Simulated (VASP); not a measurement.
# C (P6_3/mmc) in VASP: a series of runs, part 2 of 2

VASP 6.6.1.

**3. Single point, PBEsol**

This run uses another cell than the first one, of 5.63 Å³/atom, 1.087 times its volume.

The input, INCAR:

```
SYSTEM = C
PREC     = Accurate       ! precision mode
ENCUT    = 520            ! plane-wave cutoff, eV
EDIFF    = 1E-6           ! SCF threshold, eV
ISMEAR   = -1             ! smearing method
SIGMA    = 0.05           ! smearing width, eV
LREAL    = .False.        ! projectors in reciprocal space
LASPH    = .True.         ! aspherical terms in the spheres
NELM     = 60             ! most SCF steps
ALGO     = Normal         ! electronic algorithm
ISIF     = 2              ! what is computed and relaxed
LWAVE    = .False.        ! write WAVECAR
LCHARG   = .False.        ! write CHGCAR
GGA      = PS             ! functional
NBANDS   = 16             ! bands
```

The input, KPOINTS:

```
regular mesh
0
Gamma
  8 8 4
  0 0 0
```

The input, POSCAR:

```
C
1.0
    2.4988818069      0.0000000000      0.0000000000
   -1.2494409034      2.1640951258      0.0000000000
    0.0000000000      0.0000000000      4.1607094855
C
4
Direct
    0.3333333333      0.6666666667      0.0627973083
    0.6666666667      0.3333333333      0.5627973083
    0.3333333333      0.6666666667      0.4372026917
    0.6666666667      0.3333333333      0.9372026917
```

Potentials or basis: VASP PAW PBE potentials, release 64 (C).

Launch:

```sh
cat potpaw_PBE.64/C/POTCAR > POTCAR
mpirun -np 1 vasp_std > vasp.out
```

OUTCAR:

```text
SYSTEM = C
   PREC = Accurate
   ENCUT = 520
   EDIFF = 1E-6
   ISMEAR = -1
   LREAL = .False.
   LASPH = .True.
   NELM = 60
   ISIF = 2
   GGA = PS

 ion  position               nearest neighbor table
   1  0.333  0.667  0.063-   4 1.53   4 1.53   4 1.53   3 1.56
   2  0.667  0.333  0.563-   3 1.53   3 1.53   3 1.53   4 1.56
   3  0.333  0.667  0.437-   2 1.53   2 1.53   2 1.53   1 1.56
   4  0.667  0.333  0.937-   1 1.53   1 1.53   1 1.53   2 1.56

  LATTYP: Found a hexagonal cell.
 ALAT       =     2.4988818069
 C/A-ratio  =     1.6650285236

  Lattice vectors:

 A1 = (   2.4988818069,   0.0000000000,   0.0000000000)
 A2 = (  -1.2494409034,   2.1640951258,   0.0000000000)
 A3 = (   0.0000000000,   0.0000000000,   4.1607094855)

Analysis of symmetry for initial positions (statically):
=====================================================================
 Subroutine PRICEL returns:
 Original cell was already a primitive cell.

 Routine SETGRP: Setting up the symmetry group for a
 hexagonal supercell.

 Subroutine GETGRP returns: Found 24 space group operations
[... 175 lines left out ...]
 cond. band min:      13.5497136870   @ k =   0.3750   0.2500   0.0000
 fundamental gap:      3.4199632461
 Fermi energy:        11.1286759346

 k-point     1 :       0.0000    0.0000    0.0000
  band No.  band energies     occupation
      1     -11.8258      2.00000
      2      -6.1552      2.00000
      3      -3.7599      2.00000
      4       7.0055      2.00000
      5       7.0055      2.00000
      6       9.6239      2.00000
[... 433 lines left out ...]
      3      -0.6360      2.00000
      4      -0.6360      2.00000
      5       4.8843      2.00000
      6       4.8843      2.00000
[... 8 lines left out ...]
     15      25.7870      0.00000
     16      25.7870      0.00000

 [... further k-points ...]

------------------------ aborting loop because EDIFF is reached ----------------------------------------

  FORCE on cell =-STRESS in cart. coord.  units (eV):
  Direction    XX          YY          ZZ          XY          YZ          ZX
  --------------------------------------------------------------------------------------
  -------------------------------------------------------------------------------------
  Total        0.1587197      0.1587197      0.1393702      0.0000000      0.0000000      0.0000000
  in kB       11.3019154     11.3019154      9.9240966      0.0000000      0.0000000      0.0000000
  external PRESSURE =      10.8426424 kB  Pullay stress =       0.0000000 kB

 VOLUME and BASIS-vectors are now :
 -----------------------------------------------------------------------------
  energy-cutoff  :      520.00
  volume of cell :       22.50
      direct lattice vectors                 reciprocal lattice vectors
     2.498881807  0.000000000  0.000000000     0.400178991  0.231043448  0.000000000
    -1.249440903  2.164095126  0.000000000     0.000000000  0.462086896  0.000000000
     0.000000000  0.000000000  4.160709485     0.000000000  0.000000000  0.240343625

 POSITION                                       TOTAL-FORCE (eV/Angst)
 -----------------------------------------------------------------------------------
     -0.00000      1.44273      0.26128        -0.000000     -0.000000      0.005018
      1.24944      0.72137      2.34164         0.000000      0.000000      0.005018
     -0.00000      1.44273      1.81907        -0.000000     -0.000000     -0.005018
      1.24944      0.72137      3.89943         0.000000     -0.000000     -0.005018
 -----------------------------------------------------------------------------------
    total drift:                               -0.000000      0.000000     -0.000000

  FREE ENERGIE OF THE ION-ELECTRON SYSTEM (eV)
  ---------------------------------------------------
  free  energy   TOTEN  =       -38.4031350939 eV

  energy  without entropy=      -38.4031350938  energy(sigma->0) =      -38.40313509
```

It used 6.4 s of CPU time on 1 thread of Intel(R) Xeon(R) Platinum 8559C (Emerald Rapids), on a shared host, which was overloaded at the time.

Results:

- Free energy: -38.4031 eV
- Pressure: 1.1 GPa
- Largest force: 0.005 eV/Å
- Band gap on the k mesh: 3.42 eV, indirect (least direct gap 4.92 eV)

Forces in eV/Å, atoms in the order of the input:
```
C    0.000  0.000  0.005
C    0.000  0.000  0.005
C    0.000  0.000 -0.005
C    0.000  0.000 -0.005
```

Caveat: the PAW data sets were made with another functional, which shifts forces and pressure a little.

**4. Relaxation of cell and atoms, PBEsol**

This run uses another cell than the first one, of 5.66 Å³/atom, 1.095 times its volume.

The input, INCAR:

```
SYSTEM = C
  PREC = Accurate
  ENCUT = 600
  EDIFF = 1E-6
  ISMEAR = -1
  SIGMA = 0.05
  LREAL = .FALSE.
  LASPH = .TRUE.
  NELM = 60
  ALGO = Fast
  ISIF = 3
  LWAVE = .FALSE.
  LCHARG = .FALSE.
  GGA = PS
  IBRION = 2
  NSW = 80
  EDIFFG = -0.01
```

The input, KPOINTS:

```
Automatic mesh
0
G
  8 8 4
  0 0 0
```

The input, POSCAR:

```
C
1.0
    2.5199982604      0.0000000000      0.0000000000
   -1.2599991302      2.1823825110      0.0000000000
    0.0000000000      0.0000000000      4.1200000000
C
4
Direct
    0.3333333333      0.6666666667      0.0625000000
    0.6666666667      0.3333333333      0.5625000000
    0.3333333333      0.6666666667      0.4375000000
    0.6666666667      0.3333333333      0.9375000000
```

Launch:

```sh
cat potpaw_PBE.64/C/POTCAR > POTCAR
mpirun -np 1 vasp_std > vasp.out
```

Run time: 33 s. Hardware: 1 thread of Intel Xeon Platinum 8559C (Emerald Rapids), shared host; peak memory 0.13 GiB.

Results (log left out):

```yaml
Free_energy: -38.4127 eV
Relaxed_volume: 5.63 Å³/atom
Relaxed_cell: a = 2.500 Å, b = 2.500 Å, c = 4.161 Å, α = 90.00°, β = 90.00°, γ = 120.00°
Space_group_after_relaxing_to_0.05_Å: P6_3/mmc (No. 194)
Energy_gained_by_relaxing: 5.4 meV/atom
Ionic_steps: 6
Pressure_after_relaxing: -0.1 GPa
Band_gap_on_the_k_mesh: 3.42 eV, indirect (least direct gap 4.91 eV)
```

Stress tensor (GPa, compression positive):
```
-0.24  0.00  0.00
 0.00 -0.24  0.00
 0.00  0.00  0.17
```

The path:
| step | energy change (eV) | largest force (eV/Å) | pressure (GPa) | volume (Å³) |
| --- | --- | --- | --- | --- |
| 1 | 0.0000 | 0.0381 | -2.39 | 22.66 |
| 2 | 0.0099 | 0.0026 | 3.21 | 22.37 |
| 3 | -0.0214 | 0.0289 | -0.17 | 22.53 |
| 4 | -0.0214 | 0.0291 | -0.22 | 22.53 |
| 5 | -0.0214 | 0.0596 | 0.11 | 22.51 |
| 6 | -0.0215 | 0.0013 | -0.10 | 22.53 |

Final structure:
```
CELL_PARAMETERS angstrom
2.50017 0.00000 0.00000
-1.25008 2.16521 0.00000
0.00000 0.00000 4.16127
ATOMIC_POSITIONS crystal
C 0.33333 0.66667 0.06280
C 0.66667 0.33333 0.56280
C 0.33333 0.66667 0.43720
C 0.66667 0.33333 0.93720
```

Levels at points of the mesh, in eV from the valence-band top:
```
           k point  band 5  band 6  band 7  band 8  band 9  band 10  band 11  band 12
(0.00, 0.00, 0.00)   -3.12   -0.51    0.00    0.00    4.91     4.91     5.31     8.19
(0.50, 0.00, 0.00)   -9.39   -6.55   -6.09   -3.18    4.35     7.90     8.23     8.35
(0.00, 0.00, 0.50)   -1.88   -1.88   -1.88   -1.88    7.22     7.22     7.22     7.22
(0.50, 0.00, 0.50)   -5.17   -5.17   -4.88   -4.88    5.78     5.78     6.44     6.44
```

Caveat: the PAW data sets were made with another functional, which shifts forces and pressure a little.

**5. The runs side by side**

| task | cell | k mesh | cutoff (eV) | gap on the mesh (eV) | pressure (GPa) | largest force (eV/Å) |
| --- | --- | --- | --- | --- | --- | --- |
| single point | P6_3/mmc, 5.18 Å³/atom | 13 × 13 × 7 | 520 | 2.88 | 45.3 | 0.11 |
| single point | P6_3/mmc, 5.63 Å³/atom | 8 × 8 × 4 | 520 | 3.42 | 1.1 | 0.01 |
| relaxation of cell and atoms | relaxed | 8 × 8 × 4 | 600 | 3.42 | -0.1 | - |

Alike in all rows: level PBEsol; potentials or basis VASP PAW PBE potentials, release 64 (C); no spin polarisation; smearing fermi-dirac 0.05 eV.

Caveats: the PAW data sets were made with another functional, which shifts forces and pressure a little; a pressure of tens of GPa on the cell as given is suspect, and the run, the potentials or the cell itself is likely at fault (some runs); an odd mesh through Γ misses points on the zone boundary, where band edges often lie (some runs).

Total energies depend on the potentials used, so only differences within one code and one set of settings carry meaning.
